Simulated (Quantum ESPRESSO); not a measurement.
Crystal: ZnS.

```
Zn S
1.0
     0.00000    2.70200    2.70200
     2.70200    0.00000    2.70200
     2.70200    2.70200    0.00000
Zn S
1 1
Direct
  0.75000 0.75000 0.75000
  0.00000 0.00000 0.00000
```

Base run:

- Program: Quantum ESPRESSO 7.5
- Functional: PBE
- Potentials or basis: SG15 PBE 1.2
- Cutoff: 952 eV
- Density cutoff: 3810 eV
- k mesh: 6 × 6 × 6, shifted
- Occupations: fermi-dirac, width 0.05 eV
- Spin: no spin polarisation

Its results: pressure 1.7 GPa; electronic dielectric tensor (diagonal) 5.94.

Q: The run is repeated on the same cell with these changes: functional from PBE to AM05. What comes out?

A: Pressure -1.3 GPa; electronic dielectric tensor (diagonal) 6.12.

AM05 binds more tightly than PBE, so the same cell stands under less pressure.

Caveats: the potentials were made for another functional, which shifts forces and pressure (some runs).
